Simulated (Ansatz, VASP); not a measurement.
**BN: VASP beside Ansatz**

```xyz
2
Lattice="0.0000 2.1544 2.1544 2.1544 0.0000 2.1544 2.1544 2.1544 0.0000" Properties=species:S:1:pos:R:3 pbc="T T T"
B     0.0000    0.0000    0.0000
N     2.1544    2.1544    2.1544
```

Alike in both runs: task relaxation of cell and atoms; functional PBE; k mesh 16 × 16 × 16; occupations fermi-dirac, width 0.05 eV; no spin polarisation.

```csv
,VASP,Ansatz
version,VASP 6.6.1,Ansatz 0.2.0
potentials or method,"VASP PAW PBE potentials, release 64 (B, N)","PAW with Ansatz's default frozen-core files, scalar-relativistic"
plane-wave cutoff (eV),600,420
valence electrons in the cell,8,8
```

```tsv
	VASP	Ansatz	Ansatz less VASP
relaxed volume (Å³/atom)	5.38	5.38	-0.005
relaxed cell length with the largest relative difference (Å)	2.478	2.477	-0.0007
energy change over the relaxation (meV/atom)	-1563	-1557	+6.0
```

Caveats: the volume moved by over 15 % at a fixed basis, so the end points are rough (VASP). A k mesh can miss the band edges.
